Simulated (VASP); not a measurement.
Write the native input for VASP 6.6.1 that does the following.

| Item | Value |
| --- | --- |
| Task | band structure |
| Functional | B3LYP |
| Potentials or basis | VASP PAW PBE potentials, release 64 (Cu) |
| Cutoff | 520 eV |
| k mesh | 7 × 7 × 7 |
| Occupations | methfessel-paxton, width 0.2 eV |
| Spin | no spin polarisation |
| Grid for exact exchange (PRECFOCK) | Fast |
| Exchange at q = 0 | truncated |
| Further INCAR settings | ALGO = Normal; EDIFF = 1e-06; NBANDS = 12 |

Crystal: Cu.

```
Cu
1.0
    -1.44279    1.44279    1.37608
     1.44279   -1.44279    1.37608
     1.44279    1.44279   -1.37608
Cu
1
Cartesian
  0.0000 0.0000 0.0000
```

This isn't the form of Cu at room conditions, which is fcc.

The input as run:

POSCAR

```
Cu
2.4611
   -0.586239210109      0.586239210109      0.559132684572
    0.586239210109     -0.586239210109      0.559132684572
    0.586239210109      0.586239210109     -0.559132684572
Cu
1
Direct
    0.0000000000      0.0000000000      0.0000000000
```

INCAR.step1

```
ALGO = Normal
EDIFF = 1E-5
ENCUT = 520
GGA = PE
ISIF = 2
ISMEAR = 1
LASPH = True
LCHARG = False
LMAXMIX = 4
LREAL = False
LWAVE = True
NBANDS = 12
NELM = 60
PREC = Accurate
SIGMA = 0.2
```

INCAR.step2

```
AEXX = 0.2
AGGAC = 0.81
AGGAX = 0.72
ALDAC = 0.19
ALGO = Normal
EDIFF = 1E-6
ENCUT = 520
GGA = B3
HFRCUT = -1
ISIF = 2
ISMEAR = 1
ISTART = 1
LASPH = True
LCHARG = False
LHFCALC = True
LMAXMIX = 4
LREAL = False
LWAVE = False
NBANDS = 12
NELM = 60
PREC = Accurate
PRECFOCK = Fast
SIGMA = 0.2
```

KPOINTS

```
k-points
0
Gamma
  7 7 7
```

KPOINTS_OPT

```
path GXMGZPNZ1M,XP
10
line-mode
reciprocal
 0.0000000000  0.0000000000  0.0000000000  G
 0.0000000000  0.0000000000  0.5000000000  X

 0.0000000000  0.0000000000  0.5000000000  X
-0.5000000000  0.5000000000  0.5000000000  M

-0.5000000000  0.5000000000  0.5000000000  M
 0.0000000000  0.0000000000  0.0000000000  G

 0.0000000000  0.0000000000  0.0000000000  G
 0.4774154906  0.4774154906 -0.4774154906  Z

 0.4774154906  0.4774154906 -0.4774154906  Z
 0.2500000000  0.2500000000  0.2500000000  P

 0.2500000000  0.2500000000  0.2500000000  P
 0.0000000000  0.5000000000  0.0000000000  N

 0.0000000000  0.5000000000  0.0000000000  N
-0.4774154906  0.5225845094  0.4774154906  Z1

-0.4774154906  0.5225845094  0.4774154906  Z1
-0.5000000000  0.5000000000  0.5000000000  M

 0.0000000000  0.0000000000  0.5000000000  X
 0.2500000000  0.2500000000  0.2500000000  P
```

Potentials or basis: VASP PAW PBE potentials, release 64 (Cu).

The run is started by

```sh
$ cat potpaw_PBE.64/Cu/POTCAR > POTCAR
$ cp INCAR.step1 INCAR
$ mpirun -np 1 vasp_std > vasp.out
$ cp INCAR.step2 INCAR
$ mpirun -np 1 vasp_std > vasp.out
```

Results of the run:

```json
{
 "Pressure": "14.3 GPa",
 "Band gap along the path": "none (metal or under the smearing width)"
}
```

Caveat: the k mesh is coarse (spacing up to 0.45 Å⁻¹), so the values aren't converged, least of all with exact exchange; the PAW data sets were made with another functional, which shifts forces and pressure a little.

Run time: 20 min on 1 thread of Intel(R) Xeon(R) 6975P-C (Granite Rapids), on a shared host, peak memory 0.14 GiB.
